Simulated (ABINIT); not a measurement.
Here is an ABINIT 10.8.3 (patched build) calculation.

The input run.abi:

```
# Datasets: ground state, then fixed potential
ndtset 2

# Pseudopotentials
pp_dirpath "./"
pseudos "Al.GGA_PBE-JTH.xml, N.GGA_PBE-JTH.xml"

# Structure
acell 3*1.0 Angstrom
rprim
     3.1130000000     0.0000000000     0.0000000000
    -1.5565000000     2.6959370820     0.0000000000
     0.0000000000     0.0000000000     4.9810000000
ntypat 2
znucl 13 7
natom 4
typat 1 1 2 2
xred
     0.6666666667     0.3333333333     0.5000000000
     0.3333333333     0.6666666667     0.0000000000
     0.6666666667     0.3333333333     0.8800000000
     0.3333333333     0.6666666667     0.3800000000

# Plane-wave basis
ecut 31.0
pawecutdg 53.0
pawxcdev 0

# Exchange and correlation
ixc -116133

# Bands and occupations
occopt 3
tsmear 0.05 eV

# SCF cycle
nstep 100

# Output
iomode 3
prtwf 0
prteig 0
prtebands 0
enunit 1
prtden1 1
prtvha1 1
prtvclmb1 1
prtpot1 1

# Dataset 1
kptopt1 1
ngkpt1 10 10 6
nshiftk1 1
shiftk1 0.0 0.0 0.0
nband1 12
tolvrs1 1.0e-9

# Dataset 2: bands along G-M-K-G-A-L-H-A
iscf2 -2
getden2 1
nband2 18
nbdbuf2 4
tolwfr2 1.0e-11
kptopt2 -7
ndivsm2 5
prteig2 1
kptbounds2
     0.0000000000     0.0000000000     0.0000000000
     0.5000000000     0.0000000000     0.0000000000
     0.3333333333     0.3333333333     0.0000000000
     0.0000000000     0.0000000000     0.0000000000
     0.0000000000     0.0000000000     0.5000000000
     0.5000000000     0.0000000000     0.5000000000
     0.3333333333     0.3333333333     0.5000000000
     0.0000000000     0.0000000000     0.5000000000
```

Potentials or basis: JTH PAW PBE v2.0.

Run with:

```bash
$ abinit run.abi > log 2>&1
```

Problem. What does it give for the band gap on the k mesh?

Solution. 4.12 eV, direct.

Problem. Predict the pressure.

Solution. 1.3 GPa.

Levels at the corners of the path, in eV from the valence-band top:
| point | band 6 | band 7 | band 8 | band 9 | band 10 | band 11 |
| --- | --- | --- | --- | --- | --- | --- |
| Γ | -0.18 | -0.18 | 0.00 | 4.12 | 6.54 | 10.49 |
| M | -2.09 | -1.81 | -0.67 | 5.67 | 5.68 | 8.08 |
| K | -2.46 | -2.41 | -2.41 | 4.88 | 8.25 | 9.58 |
| Γ | -0.18 | -0.18 | 0.00 | 4.12 | 6.54 | 10.49 |
| A | -0.52 | -0.52 | -0.52 | 6.36 | 6.36 | 10.20 |
| L | -1.46 | -1.37 | -1.37 | 5.17 | 5.17 | 9.15 |
| H | -3.90 | -0.79 | -0.79 | 7.29 | 7.29 | 7.73 |
| A | -0.52 | -0.52 | -0.52 | 6.36 | 6.36 | 10.20 |

Caveat: the PAW data sets were made with another functional, which shifts forces and pressure a little.

**What was measured.**

From “Self-assembly of well-separated AlN nanowires directly on sputtered metallic TiN films”, 2019, arxiv:1910.07391, for a bulk crystal of AlN at 10 K: band gap 6.034 eV (an exciton energy, a little under the gap).

A measured gap of AlN is 6.034 eV (an exciton energy, a little under the gap; 10 K; quoted in “Self-assembly of well-separated AlN nanowires directly on sputtered metallic TiN films”, 2019, arxiv:1910.07391); the calculated 4.12 eV misses it by -1.92 eV. 2 values of this kind are on record (6.034 to 6.0343 eV); this one was drawn at random. The value is that of PBEsol, without temperature or zero-point motion. Semilocal functionals fall short of measured gaps as a rule.
